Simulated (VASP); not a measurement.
# Se (P3_121) in VASP: further runs

Runs on Se. Level: HSE06. Tasks: single point.

Program: VASP 6.6.1. These are calculated values, not measurements. Logs are shortened: lines on timing, memory, paths and dates and some standing lists are left out, and cuts for length are marked.

**1. The structure**

It takes space group P3_121 (No. 152, trigonal). The conventional cell has a = 4.366 Å, b = 4.366 Å, c = 4.954 Å, α = 90.00°, β = 90.00°, γ = 120.00°. Se (site symmetry 2) has 2 Se at 2.37 Å as nearest neighbours.

**2. Single point, HSE06**

POSCAR

```
Se
1.0
    4.3662000000      0.0000000000      0.0000000000
   -2.1831000000      3.7812401180      0.0000000000
    0.0000000000      0.0000000000      4.9536000000
Se
3
Direct
    0.7746000000      0.7746000000      0.0000000000
    0.0000000000      0.2254000000      0.6666666667
    0.2254000000      0.0000000000      0.3333333333
```

INCAR.step1

```
SYSTEM = Se
PREC     = Accurate       ! precision mode
ENCUT    = 520            ! plane-wave cutoff, eV
EDIFF    = 1E-5           ! SCF threshold, eV
ISMEAR   = 0              ! smearing method
SIGMA    = 0.01           ! smearing width, eV
LREAL    = .FALSE.        ! projectors in reciprocal space
LASPH    = .TRUE.         ! aspherical terms in the spheres
NELM     = 100            ! most SCF steps
ALGO     = Normal         ! electronic algorithm
ISIF     = 2              ! what is computed and relaxed
LWAVE    = .TRUE.         ! write WAVECAR
NKRED    = 1            
NBANDS   = 17             ! bands
GGA      = PE             ! functional
```

INCAR.step2

```
SYSTEM = Se
PREC     = Accurate       ! precision mode
ENCUT    = 520            ! plane-wave cutoff, eV
EDIFF    = 1E-6           ! SCF threshold, eV
ISMEAR   = 0              ! smearing method
SIGMA    = 0.01           ! smearing width, eV
LREAL    = .FALSE.        ! projectors in reciprocal space
LASPH    = .TRUE.         ! aspherical terms in the spheres
NELM     = 100            ! most SCF steps
ALGO     = Normal         ! electronic algorithm
ISIF     = 2              ! what is computed and relaxed
LWAVE    = .FALSE.        ! write WAVECAR
LCHARG   = .FALSE.        ! write CHGCAR
GGA      = PE             ! functional
LHFCALC  = .TRUE.         ! exact exchange
HFSCREEN = 0.2            ! screening, 1/A
PRECFOCK = Fast         
NKRED    = 1            
NBANDS   = 17             ! bands
ISTART   = 1
```

KPOINTS

```
Automatic mesh
0
G
  4 4 3
  0 0 0
```

Potentials or basis: VASP PAW PBE potentials, release 64 (Se).

Run with:

```sh
$ cat potpaw_PBE.64/Se/POTCAR > POTCAR
$ cp INCAR.step1 INCAR
$ mpirun -np 1 vasp_std > vasp.out
$ cp INCAR.step2 INCAR
$ mpirun -np 1 vasp_std > vasp.out
```

OUTCAR:

```text
SYSTEM = Se
   PREC = Accurate
   ENCUT = 520
   EDIFF = 1E-6
   ISMEAR = 0
   LREAL = .FALSE.
   LASPH = .TRUE.
   NELM = 100
   ISIF = 2
   GGA = PE
   LHFCALC = .TRUE.
   HFSCREEN = 0.2
   PRECFOCK = Fast
   NKRED = 1
   ISTART = 1

 Found      9 irreducible k-points:

 Following reciprocal coordinates:
            Coordinates               Weight
  0.000000  0.000000  0.000000      1.000000
  0.250000  0.000000  0.000000      6.000000
  0.500000  0.000000  0.000000      3.000000
  0.250000  0.250000  0.000000      6.000000
  0.000000  0.000000  0.333333      2.000000
  0.250000  0.000000  0.333333      6.000000
   k-points           NKPTS =      9   k-points in BZ     NKDIM =     48   number of bands    NBANDS=     17
   number of dos      NEDOS =    301   number of ions     NIONS =      3
   total plane-waves  NPLWV =  40960
   dimension x,y,z NGX =    32 NGY =   32 NGZ =   40
   dimension x,y,z NGXF=    64 NGYF=   64 NGZF=   80
   ions per type =               3
   NGX,Y,Z   is equivalent  to a cutoff of  12.18, 12.18, 13.42 a.u.
   NGXF,Y,Z  is equivalent  to a cutoff of  24.37, 24.37, 26.85 a.u.
 SYSTEM =  Se
   PREC   = accura    normal or accurate (medium, high low for compatibility)
   ISTART =      1    job   : 0-new  1-cont  2-samecut
   ICHARG =      0    charge: 1-file 2-atom 10-const
   ISPIN  =      1    spin polarized calculation?
   LNONCOLLINEAR =      F non collinear calculations
   LSORBIT =      F    spin-orbit coupling
   LASPH  =      T    aspherical Exc in radial PAW
   ENCUT  =  520.0 eV  38.22 Ry    6.18 a.u.   8.12  8.12  9.21*2*pi/ulx,y,z
   NELM   =    100;   NELMIN=  2; NELMDL=  0     # of ELM steps
   EDIFF  = 0.1E-05   stopping-criterion for ELM
   LREAL  =      F    real-space projection
   EDIFFG = 0.1E-04   stopping-criterion for IOM
   NSW    =      0    number of steps for IOM
   IBRION =     -1    ionic relax: 0-MD 1-quasi-New 2-CG
   NFREE  =      0    steps in history (QN), initial steepest desc. (CG)
   ISIF   =      2    stress and relaxation
   ISYM   =      3    0-nonsym 1-usesym 2-fastsym
   POTIM  = 0.5000    time-step for ionic-motion
   TEBEG  =    0.0;   TEEND  =   0.0 temperature during run
   PSTRESS=    0.0 pullay stress
   NELECT =      18.0000    total number of electrons
   NUPDOWN=      -1.0000    fix difference up-down
   EMIN   =  10.00;   EMAX   =-10.00  energy-range for DOS
   EFERMI =   0.00;   METHOD = LEGACY
   ISMEAR =     0;   SIGMA  =   0.01  broadening in eV -4-tet -1-fermi 0-gaus
   EFERMI_NEDOS =   21; number of points for ismear=-14 and -15
   IALGO  =     38    algorithm
   IMIX   =      1    mixing-type and parameters
     AMIX     =   0.40;   BMIX     =  1.00
     AMIX_MAG =   1.60;   BMIX_MAG =  1.00
  volume/ion in A,a.u.               =      27.26       183.96
  Fermi-wavevector in a.u.,A,eV,Ry     =   0.988430  1.867862 13.292817  0.976995
  Thomas-Fermi vector in A             =   2.119956
   LORBIT       =      0    0 simple, 1 ext, 2 COOP (PROOUT), +10 PAW based schemes
   GGA     = PE    functional components
   LHFCALC =     T    Hartree Fock is set to
   PRECFOCK=fast      Normal, Fast or Accurate (Low or Medium for compatibility)
   ENCUT4O =  -1.0   cutoff for four orbital integrals eV
   NKREDX  =     1    reduce k-point grid by
   NKREDY  =     1    reduce k-point grid by
   NKREDZ  =     1    reduce k-point grid by
   AEXX    =    0.2500 exact exchange contribution
   HFSCREEN=    0.2000 screening length (either q_TF or 0.3 A-1)
   HFSCREENC=   0.2000 screening length for correlation (either q_TF or 0.3 A-1)
   ENCUTFOCK=  -1.0 apply spherical cutoff to Coloumb kernel
   IVDW    =     0    specifies the selected vdW correction
   LEPSILON=     F    determine dielectric tensor
   LRPA    =     F    only Hartree local field effects (RPA)
 non-spin polarized calculation
 Gauss-broadening in eV      SIGMA  =   0.01
  energy-cutoff  :      520.00
  volume of cell :       81.78
 maximum number of plane-waves:      2206
  NGX = 18; NGY = 18; NGZ = 20

 number of electron      18.0000001 magnetization

 Free energy of the ion-electron system (eV)
  ---------------------------------------------------
  ext. energy  EPLUGINS =         0.00000000
  ---------------------------------------------------
  free energy    TOTEN  =       -13.29258654 eV

  energy without entropy =      -13.29258654  energy(sigma->0) =      -13.29258654

 E-fermi :   1.9188     XC(G=0):  -7.3657

 val. band max:        1.7952131848   @ k =   0.2500   0.2500   0.3333
 cond. band min:       4.2334012065   @ k =   0.0000   0.0000   0.3333
 fundamental gap:      2.4381880217
 Fermi energy:         1.9188055179

 k-point     1 :       0.0000    0.0000    0.0000
  band No.  band energies     occupation
      1     -15.1869      2.00000
      2     -10.6064      2.00000
      3     -10.6064      2.00000
      4      -1.9101      2.00000
      5      -1.9101      2.00000
      6      -1.8829      2.00000
[... 9 lines left out ...]
     16      11.5405      0.00000
     17      11.8846      0.00000

 k-point     2 :       0.2500    0.0000    0.0000
  band No.  band energies     occupation
      1     -14.9420      2.00000
      2     -10.8440      2.00000
      3     -10.5805      2.00000
      4      -3.0994      2.00000
      5      -2.5107      2.00000
      6      -1.7460      2.00000
[... 9 lines left out ...]
     16      12.0031      0.00000
     17      12.2643      0.00000

 k-point     3 :       0.5000    0.0000    0.0000
  band No.  band energies     occupation
      1     -14.6472      2.00000
      2     -11.1690      2.00000
      3     -10.5530      2.00000
      4      -3.4395      2.00000
      5      -2.8947      2.00000
      6      -1.6315      2.00000
[... 9 lines left out ...]
     16      12.9556      0.00000
     17      13.6794      0.00000

 k-point     4 :       0.2500    0.2500    0.0000
  band No.  band energies     occupation
      1     -14.6521      2.00000
      2     -11.0085      2.00000
      3     -10.7242      2.00000
      4      -3.2794      2.00000
      5      -3.1216      2.00000
      6      -1.3415      2.00000
[... 9 lines left out ...]
     16      12.5478      0.00000
     17      13.6343      0.00000

 k-point     5 :       0.0000    0.0000    0.3333
  band No.  band energies     occupation
      1     -14.6091      2.00000
      2     -12.9647      2.00000
      3      -8.4617      2.00000
      4      -2.8269      2.00000
      5      -1.6209      2.00000
      6      -1.5092      2.00000
[... 9 lines left out ...]
     16      11.2925      0.00000
     17      11.3904      0.00000

 k-point     6 :       0.2500    0.0000    0.3333
  band No.  band energies     occupation
      1     -14.3878      2.00000
      2     -12.8212      2.00000
      3      -9.0022      2.00000
      4      -3.2831      2.00000
      5      -2.5185      2.00000
      6      -1.6425      2.00000
[... 9 lines left out ...]
     16      11.3003      0.00000
     17      12.1772      0.00000

 [... further k-points ...]

------------------------ aborting loop because EDIFF is reached ----------------------------------------

  FORCE on cell =-STRESS in cart. coord.  units (eV):
  Direction    XX          YY          ZZ          XY          YZ          ZX
  --------------------------------------------------------------------------------------
  -------------------------------------------------------------------------------------
  Total        0.3991779      0.3991779      0.0410299      0.0000000      0.0000000     -0.0000000
  in kB        7.8202066      7.8202066      0.8038086      0.0000000      0.0000000     -0.0000000
  external PRESSURE =       5.4814073 kB  Pullay stress =       0.0000000 kB

 VOLUME and BASIS-vectors are now :
 -----------------------------------------------------------------------------
  energy-cutoff  :      520.00
  volume of cell :       81.78
      direct lattice vectors                 reciprocal lattice vectors
     4.366200000  0.000000000  0.000000000     0.229032110  0.132231751  0.000000000
    -2.183100000  3.781240118  0.000000000     0.000000000  0.264463501  0.000000000
     0.000000000  0.000000000  4.953600000     0.000000000  0.000000000  0.201873385

 POSITION                                       TOTAL-FORCE (eV/Angst)
 -----------------------------------------------------------------------------------
      1.69103      2.92895      0.00000         0.106312      0.184138      0.000000
     -0.49207      0.85229      3.30240         0.106312     -0.184138      0.000000
      0.98414      0.00000      1.65120        -0.212625      0.000000     -0.000000
 -----------------------------------------------------------------------------------
    total drift:                                0.000001      0.000001      0.000001

  FREE ENERGIE OF THE ION-ELECTRON SYSTEM (eV)
  ---------------------------------------------------
  free  energy   TOTEN  =       -13.2925865363 eV

  energy  without entropy=      -13.2925865363  energy(sigma->0) =      -13.29258654
```

Wall time 1.7 min (1 thread of Intel Xeon 6975P-C (Granite Rapids), shared host); peak memory 0.29 GiB.

These settings aren't checked as converged: the numbers below hold their error.

What came out:

```
Free energy            : -13.2926 eV
Pressure               : 0.5 GPa
Largest force          : 0.213 eV/Å
Band gap on the k mesh : 2.44 eV, indirect (least direct gap 2.82 eV)
```

Caveat: the k mesh is coarse (spacing up to 0.42 Å⁻¹), so the values aren't converged, least of all with exact exchange; the PAW data sets were made with another functional, which shifts forces and pressure a little; an odd mesh through Γ misses points on the zone boundary, where band edges often lie.

**3. Single point, HSE06**

POSCAR is that of step 2.

Edit INCAR.step1 of step 2 so:

```diff
@@ -2,3 +2,3 @@
 PREC     = Accurate       ! precision mode
-ENCUT    = 520            ! plane-wave cutoff, eV
+ENCUT    = 460            ! plane-wave cutoff, eV
 EDIFF    = 1E-5           ! SCF threshold, eV
```

Edit INCAR.step2 of step 2 so:

```diff
@@ -2,3 +2,3 @@
 PREC     = Accurate       ! precision mode
-ENCUT    = 520            ! plane-wave cutoff, eV
+ENCUT    = 460            ! plane-wave cutoff, eV
 EDIFF    = 1E-6           ! SCF threshold, eV
```

KPOINTS

```
Automatic mesh
0
G
  5 5 4
  0 0 0
```

Potentials or basis: VASP PAW PBE potentials, release 64 (Se).

Run with:

```sh
$ cat potpaw_PBE.64/Se/POTCAR > POTCAR
$ cp INCAR.step1 INCAR
$ mpirun -np 1 vasp_std > vasp.out
$ cp INCAR.step2 INCAR
$ mpirun -np 1 vasp_std > vasp.out
```

OUTCAR:

```text
SYSTEM = Se
   PREC = Accurate
   ENCUT = 460
   EDIFF = 1E-6
   ISMEAR = 0
   LREAL = .FALSE.
   LASPH = .TRUE.
   NELM = 100
   ISIF = 2
   GGA = PE
   LHFCALC = .TRUE.
   HFSCREEN = 0.2
   PRECFOCK = Fast
   NKRED = 1
   ISTART = 1

 Found     17 irreducible k-points:

 Following reciprocal coordinates:
            Coordinates               Weight
  0.000000  0.000000  0.000000      1.000000
  0.200000 -0.000000  0.000000      6.000000
  0.400000 -0.000000  0.000000      6.000000
  0.200000  0.200000  0.000000      6.000000
  0.400000  0.200000  0.000000      6.000000
  0.000000  0.000000  0.250000      2.000000
   k-points           NKPTS =     17   k-points in BZ     NKDIM =    100   number of bands    NBANDS=     17
   number of dos      NEDOS =    301   number of ions     NIONS =      3
   total plane-waves  NPLWV =  36864
   dimension x,y,z NGX =    32 NGY =   32 NGZ =   36
   dimension x,y,z NGXF=    64 NGYF=   64 NGZF=   72
   ions per type =               3
   NGX,Y,Z   is equivalent  to a cutoff of  12.18, 12.18, 12.08 a.u.
   NGXF,Y,Z  is equivalent  to a cutoff of  24.37, 24.37, 24.16 a.u.
 SYSTEM =  Se
[... 66 lines left out ...]

 E-fermi :   2.1842     XC(G=0):  -7.3659

 val. band max:        2.1254729784   @ k =   0.4000   0.2000   0.5000
 cond. band min:       4.1469240183   @ k =   0.0000   0.0000   0.5000
 fundamental gap:      2.0214510399
 Fermi energy:         2.1841662297

 k-point     1 :       0.0000    0.0000    0.0000
  band No.  band energies     occupation
      1     -15.1879      2.00000
      2     -10.6073      2.00000
      3     -10.6073      2.00000
      4      -1.9092      2.00000
      5      -1.9092      2.00000
      6      -1.8839      2.00000
[... 97 lines left out ...]
      4      -2.5913      2.00000
      5      -1.7199      2.00000
      6      -1.5761      2.00000
[... 9 lines left out ...]
     16      10.6289      0.00000
     17      11.6484      0.00000

 [... further k-points ...]

------------------------ aborting loop because EDIFF is reached ----------------------------------------

  FORCE on cell =-STRESS in cart. coord.  units (eV):
  Direction    XX          YY          ZZ          XY          YZ          ZX
  --------------------------------------------------------------------------------------
  -------------------------------------------------------------------------------------
  Total        0.3666482      0.3666482      0.0820032      0.0000000      0.0000000     -0.0000000
  in kB        7.1829253      7.1829253      1.6065071      0.0000000      0.0000000     -0.0000000
  external PRESSURE =       5.3241192 kB  Pullay stress =       0.0000000 kB

 VOLUME and BASIS-vectors are now :
 -----------------------------------------------------------------------------
  energy-cutoff  :      460.00
  volume of cell :       81.78
      direct lattice vectors                 reciprocal lattice vectors
     4.366200000  0.000000000  0.000000000     0.229032110  0.132231751  0.000000000
    -2.183100000  3.781240118  0.000000000     0.000000000  0.264463501  0.000000000
     0.000000000  0.000000000  4.953600000     0.000000000  0.000000000  0.201873385

 POSITION                                       TOTAL-FORCE (eV/Angst)
 -----------------------------------------------------------------------------------
      1.69103      2.92895      0.00000         0.094516      0.163707     -0.000000
     -0.49207      0.85229      3.30240         0.094516     -0.163707      0.000000
      0.98414      0.00000      1.65120        -0.189033      0.000000      0.000000
 -----------------------------------------------------------------------------------
    total drift:                               -0.000001      0.000000     -0.000002

  FREE ENERGIE OF THE ION-ELECTRON SYSTEM (eV)
  ---------------------------------------------------
  free  energy   TOTEN  =       -13.2879142046 eV

  energy  without entropy=      -13.2879142046  energy(sigma->0) =      -13.28791420
```

OUTCAR.step1:

```text
SYSTEM = Se
   PREC = Accurate
   ENCUT = 460
   EDIFF = 1E-5
   ISMEAR = 0
   LREAL = .FALSE.
   LASPH = .TRUE.
   NELM = 100
[... 232 lines left out ...]
      1.69103      2.92895      0.00000        -0.217786     -0.377216      0.000000
     -0.49207      0.85229      3.30240        -0.217786      0.377216      0.000000
      0.98414      0.00000      1.65120         0.435572      0.000000      0.000000
 -----------------------------------------------------------------------------------
    total drift:                               -0.000000     -0.000000      0.000000

  FREE ENERGIE OF THE ION-ELECTRON SYSTEM (eV)
  ---------------------------------------------------
  free  energy   TOTEN  =       -10.4680877143 eV

  energy  without entropy=      -10.4680877143  energy(sigma->0) =      -10.46808771
```

Run time: 6.1 min. Hardware: 1 thread of Intel Xeon 6975P-C (Granite Rapids), shared host; peak memory 0.29 GiB.

The run converged, but some of its settings lie outside the range that counts as converged, so its numbers aren't taken as properties of the crystal.

Results:

- Free energy: -13.2879 eV
- Pressure: 0.5 GPa
- Largest force: 0.189 eV/Å
- Band gap on the k mesh: 2.02 eV, indirect (least direct gap 2.12 eV)

Caveat: the PAW data sets were made with another functional, which shifts forces and pressure a little; an odd mesh through Γ misses points on the zone boundary, where band edges often lie.

**4. Single point, HSE06**

POSCAR is that of step 3.

INCAR.step1

```
ALGO = Normal
EDIFF = 1E-5
ENCUT = 280
GGA = PE
ISIF = 2
ISMEAR = 0
LASPH = True
LCHARG = False
LREAL = False
LWAVE = True
NBANDS = 17
NELM = 100
NKRED = 1
PREC = Accurate
SIGMA = 0.01
```

INCAR.step2

```
ALGO = Normal
EDIFF = 1E-6
ENCUT = 280
GGA = PE
HFSCREEN = 0.2
ISIF = 2
ISMEAR = 0
ISTART = 1
LASPH = True
LCHARG = False
LHFCALC = True
LREAL = False
LWAVE = False
NBANDS = 17
NELM = 100
NKRED = 1
PREC = Accurate
PRECFOCK = Fast
SIGMA = 0.01
```

KPOINTS

```
k-points
0
Gamma
  3 3 3
```

Run with:

```sh
$ cat potpaw_PBE.64/Se/POTCAR > POTCAR
$ cp INCAR.step1 INCAR
$ mpirun -np 1 vasp_std > vasp.out
$ cp INCAR.step2 INCAR
$ mpirun -np 1 vasp_std > vasp.out
```

It took 84 s on 1 thread of AMD EPYC 7R43 (Zen 3), shared host; peak memory 0.19 GiB.

These settings aren't checked as converged: the numbers below hold their error.

Results:

* Free energy: -13.2788 eV
* Pressure: 0.6 GPa
* Largest force: 0.214 eV/Å
* Band gap on the k mesh: 2.35 eV, indirect (least direct gap 2.51 eV)

Caveat: the k mesh is coarse (spacing up to 0.55 Å⁻¹), so the values aren't converged, least of all with exact exchange; the PAW data sets were made with another functional, which shifts forces and pressure a little; an odd mesh through Γ misses points on the zone boundary, where band edges often lie.

**5. Single point, HSE06**

POSCAR is that of step 4.

Edit INCAR.step1 of step 4 so:

```diff
@@ -2,3 +2,3 @@
 EDIFF = 1E-5
-ENCUT = 280
+ENCUT = 340
 GGA = PE
```

Edit INCAR.step2 of step 4 so:

```diff
@@ -2,3 +2,3 @@
 EDIFF = 1E-6
-ENCUT = 280
+ENCUT = 340
 GGA = PE
```

KPOINTS is that of step 4.

Run with:

```sh
$ cat potpaw_PBE.64/Se/POTCAR > POTCAR
$ cp INCAR.step1 INCAR
$ mpirun -np 1 vasp_std > vasp.out
$ cp INCAR.step2 INCAR
$ mpirun -np 1 vasp_std > vasp.out
```

It took 88 s on 1 thread of AMD EPYC 7R43 (Zen 3), shared host; peak memory 0.21 GiB.

The run converged, but some of its settings lie outside the range that counts as converged, so its numbers aren't taken as properties of the crystal.

What came out:

* Free energy: -13.2830 eV
* Pressure: 0.6 GPa
* Largest force: 0.215 eV/Å
* Band gap on the k mesh: 2.35 eV, indirect (least direct gap 2.51 eV)

Caveat: the k mesh is coarse (spacing up to 0.55 Å⁻¹), so the values aren't converged, least of all with exact exchange; the PAW data sets were made with another functional, which shifts forces and pressure a little; an odd mesh through Γ misses points on the zone boundary, where band edges often lie.
